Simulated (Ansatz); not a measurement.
Ag: phonons across the zone

Method: DFT PBE, scalar-relativistic, plane waves, PAW (Ansatz 0.2.0). Settings: 420 eV plane-wave cutoff, Γ-centred 20×20×20 mesh, Fermi-Dirac smearing of 0.15 eV. No spin polarisation. Phonons by linear response, acoustic sum rule imposed.

The cell, relaxed at this level:
```xyz
1
Lattice="-1.6507 1.6507 1.6507 1.6507 -1.6507 1.6507 1.6507 1.6507 -1.6507" Properties=species:S:1:pos:R:3 pbc="T T T"
Ag    0.0000    0.0000    0.0000
```

In a metal, frequencies and elastic constants depend on the k mesh and the smearing, soft modes and shear constants most. Some empty bands missed the eigensolver's threshold. The q mesh is coarse, so values between its points are rough.

Force constants from linear response on a 2×2×2 q mesh.

Problem. Is the structure dynamically stable on this mesh?

Solution. No: at q = (0.000, 0.000, -0.500) a mode is imaginary, 25i cm⁻¹.

Problem. Give the frequencies (cm⁻¹; i marks imaginary ones) at the irreducible q points, in fractions of the reciprocal vectors.

Solution.
```json
{"q": "0.000 0.000 0.000", "star": "1", "frequencies": "0 0 0"}
{"q": "0.000 0.000 -0.500", "star": "6", "frequencies": "25i 104 158"}
{"q": "-0.500 -0.500 -0.500", "star": "1", "frequencies": "147 147 147"}
```

This bcc form isn't the element's structure at ambient conditions.

Cost: 1 run of about 1.3 core-minutes, on Arm Neoverse V2 (shared hosts).